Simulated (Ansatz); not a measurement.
Crystal: ZrS2.

```
CELL_PARAMETERS angstrom
3.69138 0.00000 0.00000
-1.84569 3.19683 0.00000
0.00000 0.00000 6.04108
ATOMIC_POSITIONS crystal
Zr 0.00000 0.00000 0.00000
S 0.33333 0.66667 0.23791
S 0.66667 0.33333 0.76209
```

The cell is a database's computed one.

Program: Ansatz 0.2.0. Alike in all runs: task band structure; potentials or basis Ansatz PAW; cell as given; cutoff (eV) 420; smearing fermi-dirac 0.05 eV.

Order these runs on this cell by their band gap on the k mesh, lowest first.
A. level LDA; spin SOC, no magnetisation; k mesh 6 × 6 × 4; points for each segment of the path 14; mesh quality not flagged
B. level PBEsol0; spin off; k mesh 4 × 4 × 3; points for each segment of the path 4; mesh quality coarse
C. level HSEsol; spin off; k mesh 4 × 4 × 3; points for each segment of the path 4; mesh quality coarse

A (0.93 eV), C (1.86 eV), B (2.55 eV).

Caveats: some runs use coarse meshes; the k mesh misses the band edges, so the gap on the mesh is wider than the one along the path (some runs).

Runs at the PBE level aren't shown here.
